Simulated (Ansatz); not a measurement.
Working through a phonon calculation by finite displacements of AlN, space group Fm-3m

Program: Ansatz's Python interface.

The cells in order, each with its output:

**Cell 1**
```python
from pathlib import Path

import ansatz as az
from ase import Atoms
import numpy as np
```

**Cell 2**
```python
atoms = Atoms(
    ["Al", "N"],
    scaled_positions=[
        (0.0, 0.0, 0.0),
        (0.5, 0.5, 0.5),
    ],
    cell=[
        (0.0, 1.969, 1.969),
        (1.969, 0.0, 1.969),
        (1.969, 1.969, 0.0),
    ],
    pbc=True,
)
cell = az.Crystal.from_ase(atoms)
```

**Cell 3**
```python
# the k mesh has to be a multiple of the supercell
setup = (
    cell.calculation()
    .scf(tolerance=1e-07)
    .functional(az.Functional.PBE)
    .occupations("fixed")
    .kpoints(8, 8, 8)
    .phonons("fd", supercell=2, temperatures=(0, 1000, 100))
)
res = setup.run(runs_dir="runs")
folder = Path(res.output_folder) / "results"
ph = res.phonons
```
Output:
```text
DeckWarning: basis.ecutwfc = 420 eV, auto-derived from the records' recommended cutoffs: set by Al (normal level)
```

**Cell 4**
```python
for mode, w in enumerate(ph.gamma_omega_inv_cm, start=1):
    print(f"Gamma mode {mode:2d}: {w:8.1f} 1/cm  {w / 33.35641:7.3f} THz")
print(f"{ph.n_members} displaced supercells, sum-rule residual {ph.asr_residual_pre_ev_ang2:.1e} eV/A^2")
sums = ph.harmonic_sums
print(f"zero-point energy {1000 * sums.zero_point_energy_ev:.2f} meV per cell")
t, f_vib = np.asarray(sums.temperatures_k), np.asarray(sums.vibrational_free_energy_ev)
for temperature, value in zip(t, f_vib):
    print(f"T = {temperature:6.0f} K   F_vib = {1000 * value:9.2f} meV per cell")
```
Output:
```text
Gamma mode  1:      0.0 1/cm    0.000 THz
Gamma mode  2:      0.0 1/cm    0.000 THz
Gamma mode  3:      0.0 1/cm    0.000 THz
Gamma mode  4:    561.1 1/cm   16.822 THz
Gamma mode  5:    561.1 1/cm   16.822 THz
Gamma mode  6:    561.1 1/cm   16.822 THz
2 displaced supercells, sum-rule residual 6.5e-05 eV/A^2
zero-point energy 200.50 meV per cell
T =      0 K   F_vib =    200.50 meV per cell
T =    100 K   F_vib =    200.25 meV per cell
T =    200 K   F_vib =    196.08 meV per cell
T =    300 K   F_vib =    183.05 meV per cell
T =    400 K   F_vib =    159.96 meV per cell
T =    500 K   F_vib =    127.43 meV per cell
T =    600 K   F_vib =     86.49 meV per cell
T =    700 K   F_vib =     38.08 meV per cell
T =    800 K   F_vib =    -16.97 meV per cell
T =    900 K   F_vib =    -77.97 meV per cell
T =   1000 K   F_vib =   -144.36 meV per cell
```

The cell isn't relaxed first, so the values belong to this volume. Energy and stress may still move on a finer k-point mesh. A negative frequency stands for an imaginary mode. This is a high-temperature or high-pressure form, not the ambient phase. No non-analytic term is added, so at the zone centre the longitudinal optical modes of a polar crystal aren't split off. The starting cell is as deposited in a crystallographic database; the results hold for this polymorph, which needn't be the stable one. Warnings are shown shortened and without file and line. The structure is taken as given and the supercell is small; imaginary modes can come from an unrelaxed or unstable start. Wall time of the script: 14 s on 1 thread of Arm Neoverse V1 (shared host), peak memory 0.45 GiB.
